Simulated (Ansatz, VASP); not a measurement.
Two plane-wave programs on Ir

File INCAR:

```
SYSTEM = Ir
ALGO = Normal
EDIFF = 1E-8
ENCUT = 520
GGA = PE
ISIF = 2
ISMEAR = 0
LASPH = .TRUE.
LCHARG = .FALSE.
LEFG = .TRUE.
LREAL = .FALSE.
LWAVE = .FALSE.
NBANDS = 10
NELM = 100
PREC = Accurate
SIGMA = 0.05
```

Contents of KPOINTS:

```
k-points
0
G
  20 20 20
  0 0 0
```

The input POSCAR:

```
Ir
1.0
    0.0000000000      1.9353341661      1.9353341661
    1.9353341661      0.0000000000      1.9353341661
    1.9353341661      1.9353341661      0.0000000000
Ir
1
Direct
    0.0000000000      0.0000000000      0.0000000000
```

Input for Ansatz:

```yaml
crystal:
  lattice:
    - [0.0, 1.9353341665, 1.9353341665]
    - [1.9353341665, 0.0, 1.9353341665]
    - [1.9353341665, 1.9353341665, 0.0]
  atoms:
    - { symbol: Ir, position: [0.0, 0.0, 0.0] }
basis:
  ecutwfc: 420
  ecutrho_ratio: 4
kpoints:
  mp_grid: { grid: [20, 20, 20] }
hamiltonian:
  xc: pbe
scf:
  occupations: { method: gaussian, width: 0.05 }
output:
  forces: true
  stress: true
  eigenvalues: true
  efg: { contact_densities: true, quadrupole_moments_barn: { Ir: 0.751 } }
```

Alike in both runs: task electric field gradients; functional PBE; k mesh 20 × 20 × 20; occupations gaussian, width 0.05 eV; no spin polarisation.

|  | VASP | Ansatz |
| --- | --- | --- |
| version | VASP 6.6.1 | Ansatz 0.2.0 |
| potentials or method | VASP PAW PBE potentials, release 64 (Ir) | scalar-relativistic, plane waves, PAW |
| plane-wave cutoff (eV) | 520 | 420 |
| valence electrons in the cell | 9 | 17 |

|  | VASP | Ansatz | Ansatz less VASP |
| --- | --- | --- | --- |
| gap on the k mesh at the Fermi level (eV) | none | none | - |
| pressure (GPa) | 0.3 | -0.1 | -0.49 |
| Vzz of the field gradient on the site that differs most (V/Å²) | 0.0 | 0.0 | 0.00 |

A gap of «none» marks a metal or a gap that the smearing closes. The two sets of potentials don't hold the same shells in valence. Ansatz warned: «gradients_without_spin_orbit».

Spin-orbit coupling is left out, which matters for the levels of Ir.
